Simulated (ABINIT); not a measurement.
CdSe (Cadmoselite): single point with PBE

**Experimental background.**

From a printed reference work, data compilation, for a bulk crystal of CdSe at 2 K: band gap 1.841 eV.

The system is CdSe (Cadmoselite).

```
CELL_PARAMETERS angstrom
4.30000 0.00000 0.00000
-2.15000 3.72391 0.00000
0.00000 0.00000 7.02000
ATOMIC_POSITIONS crystal
Cd 0.66667 0.33333 0.50000
Cd 0.33333 0.66667 0.00000
Se 0.66667 0.33333 0.88500
Se 0.33333 0.66667 0.38500
```

| Quantity | Value |
| --- | --- |
| Program | ABINIT 10.8.3 (patched build) |
| Task | single point |
| Functional | PBE |
| Potentials or basis | PseudoDojo NC SR PBE v0.5 standard |
| Cutoff | 1388 eV |
| k mesh | 6 × 6 × 3 |
| Occupations | fermi-dirac, width 0.05 eV |
| Spin | no spin polarisation |

```json
{
 "Pressure": "3.0 GPa",
 "Largest force": "0.285 eV/Å",
 "Band gap on the k mesh": "0.70 eV, direct",
 "Valence electrons inside the program's atomic spheres": "Cd 17.17; Se 13.25"
}
```

Forces on the atoms (eV/Å):
```
Cd   0.000  0.000  0.285
Cd   0.000  0.000  0.285
Se   0.000  0.000 -0.285
Se   0.000  0.000 -0.285
```

Stress tensor (GPa, compression positive):
```
3.71 0.00 0.00
0.00 3.71 0.00
0.00 0.00 1.66
```

Levels at points of the mesh, in eV from the valence-band top:
```tsv
k point	band 32	band 33	band 34	band 35	band 36	band 37	band 38	band 39	band 40	band 41
(0.00, 0.00, 0.00)	-0.72	-0.72	-0.01	0.00	0.00	0.70	2.12	5.89	5.89	6.15
(0.50, 0.00, 0.00)	-3.71	-2.56	-1.85	-1.23	-0.83	3.23	3.32	4.81	6.15	6.66
```

It took 7 min on 1 thread of Arm Neoverse V2, on a shared host, peak memory 0.25 GiB.

Measured gap of CdSe: 1.841 eV (2 K; a printed reference work, data compilation). This calculation gives 0.70 eV (-1.14 eV). So large a miss can be the level of theory's own, or it may mean another phase, state or a wrong row. Spin-orbit coupling on Cd, Se is left out. The value is that of PBE, without temperature or zero-point motion. Semilocal functionals fall short of measured gaps as a rule.
